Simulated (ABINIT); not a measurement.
Runs of ABINIT 10.8.3 (patched build) on Sb. Symmetry: R-3m, No. 166, trigonal system. The conventional cell has a = 4.308 Å, b = 4.308 Å, c = 11.274 Å, α = 90.00°, β = 90.00°, γ = 120.00°. Sb (site symmetry 3m) is surrounded by 3 Sb at 2.91 Å. 

```csv
task,level,potentials or basis,cell,cutoff (eV),cell freedom (optcell),optimiser (ionmov),cutoff smearing ecutsm (Ha),force stop (Ha/bohr),gap on the mesh (eV),pressure (GPa),relaxed volume (Å³/atom)
single point,LDA,PseudoDojo NC SR LDA v0.4.1 standard,cell relaxed,1143,-,-,-,-,none,0.0,-
relaxation of cell and atoms,PBEsol,PseudoDojo NC SR PBEsol v0.4.1 standard,relaxed,1088,2,2,0.5,2e-05,none,0.0,30.17
single point,LDA,PseudoDojo NC SR LDA v0.4.1 standard,as given,1088,-,-,-,-,none,-1.2,-
single point,PBEsol,PseudoDojo NC SR PBEsol v0.4.1 standard,cell relaxed,1088,-,-,-,-,none,(a),-
relaxation of cell and atoms,LDA,PseudoDojo NC SR LDA v0.4.1 standard,relaxed,1143,2,2,0.5,2e-05,none,0.0,29.48
```

Alike in all rows: no spin polarisation; k mesh 6 × 6 × 6; smearing fermi-dirac 0.05 eV.

**Question.** Estimate the missing entries.

**Answer.** (a) -0.1.

A k mesh can miss the band edges, and the runs leave out spin-orbit coupling on Sb.

A gap of «none» marks a metal or a gap under the smearing width.

Runs at the PBE level aren't shown here.
